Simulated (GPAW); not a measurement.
MgS (Niningerite):

```xyz
2
Lattice="0.0000 2.6016 2.6016 2.6016 0.0000 2.6016 2.6016 2.6016 0.0000" Properties=species:S:1:pos:R:3 pbc="T T T"
S     2.6016    2.6016    2.6016
Mg    0.0000    0.0000    0.0000
```

Program: GPAW 26.7.0. Alike in all runs: no spin polarisation; cell as given.

Order these runs on this cell by their band gap on the k mesh, lowest first.
A. level r2SCAN; potentials or basis GPAW PAW data sets (gpaw-data 1.2.1), pw; k mesh 9 × 9 × 9; cutoff (eV) 800; smearing fermi-dirac 0.05 eV; band path GXWKGLUWLK,UX; band points 100
B. level TB-mBJ; potentials or basis GPAW PAW data sets for LDA (gpaw-data 1.2.1), pw; k mesh 7 × 7 × 7; cutoff (eV) 800; smearing fermi-dirac 0.05 eV
C. level revPBE; potentials or basis the program's PAW data sets (release 1.2.1) made for this functional, pw; k mesh 9 × 9 × 9; cutoff (eV) 800; smearing fermi-dirac 0.05 eV; band path GXWKGLUWLK,UX; band points 100
D. level LDA; potentials or basis the program's PAW data sets (release 1.2.1) made for this functional, pw; k mesh 7 × 7 × 7; cutoff (eV) 600; smearing fermi-dirac 0.001 eV; response ecut 80 eV; response k mesh 22 × 22 × 22
E. level TPSS; potentials or basis GPAW PAW data sets (gpaw-data 1.2.1), pw; k mesh 7 × 7 × 7; cutoff (eV) 800; smearing fermi-dirac 0.05 eV; band path GXWKGLUWLK,UX; band points 80; eigensolver davidson

D (2.78 eV), C (3.05 eV), E (3.32 eV), A (3.62 eV), B (4.09 eV).

Caveats: the mesh misses the band edges, which the band path finds closer together (some runs); a model potential gives levels but no total energy (some runs); an odd mesh through Γ misses points on the zone boundary, where band edges often lie (some runs); the long-wavelength limit can be off by a per cent or two (some runs).

Not every run made on this cell is shown here.
